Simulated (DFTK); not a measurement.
Crystal: V.

```
V
1.0
    -1.51435    1.51435    1.51435
     1.51435   -1.51435    1.51435
     1.51435    1.51435   -1.51435
V
1
Direct
  0.00000 0.00000 0.00000
```

Base run:

- Program: DFTK 0.8.2
- Functional: PBEsol
- Potentials or basis: SG15 1.2 (PBE)
- Cutoff: 1225 eV
- k mesh: 12 × 12 × 12
- Occupations: fermi-dirac, width 0.05 eV
- Spin: collinear spin, ferromagnetic start
- Starting moments: [2.0] μB

Its results: band gap on the k mesh none (metal or under the smearing width); pressure -11.8 GPa; net moment 0.00 μB per cell.

The run is repeated on the same cell with these changes: functional from PBEsol to TASK; k mesh from 12 × 12 × 12 to 8 × 8 × 8. What comes out?

Band gap on the k mesh none (metal or under the smearing width); pressure -2.0 GPa; net moment 0.62 μB per cell; site moments V +0.62 μB.

Several settings changed at once, so the effect can't be laid on one alone.

Caveats: some runs use coarse meshes; the potentials were made for another functional, which shifts forces and pressure.
